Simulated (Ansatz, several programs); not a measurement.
A 12-atom cell of HfO2 started from a crystallographic database, relaxed with r2SCAN in Ansatz (plane waves, PAW): space group P2_1/c (No. 14), monoclinic; a = 5.114 Å, b = 5.181 Å, c = 5.295 Å, β = 99.5° in the conventional setting, 11.53 Å³ an atom. Around Hf lie 7 O at 2.04–2.25 Å; around O lie 4 Hf at 2.14–2.25 Å; around O lie 3 Hf at 2.04–2.14 Å. The cell was then scaled with its shape and fractional coordinates held, which makes it stiffer than a relaxed compression. Spin-unpolarised throughout; all numbers are computed.

```
V (Å³/atom)  E (meV/atom)
     10.841         36.86
     11.187          8.75
     11.533          0.00
     12.225         29.81
```

(1) Pass a cubic E = c₀ + c₁u + c₂u² + c₃u³, with u = V − 11.447 Å³, through these points.

(2) Where is the minimum, and what bulk modulus follows?

(3) Predict the energy and the pressure at the withheld volume, 11.879 Å³.

## Answers

(1) c₀ = 0.51, c₁ = -12.120, c₂ = 72.408, c₃ = -10.8337 (meV and Å³).

(2) dE/du = 0 at u = +0.085, so V₀ = 11.53 Å³. B = V₀ d²E/dV² = 11.53 × (2c₂ + 6c₃u) = 11.53 × 139.269 = 1606 meV/Å³, and 1 meV/Å³ is 0.16022 GPa: 257 GPa. A third-order Birch-Murnaghan fit to all five points gives 11.53 Å³ and 255 GPa.

(3) With u = +0.432: E ≈ 7.91 meV and P = −dE/dV ≈ -7.11 GPa. The run gives 7.81 meV and, from its stress, -7.07 GPa.
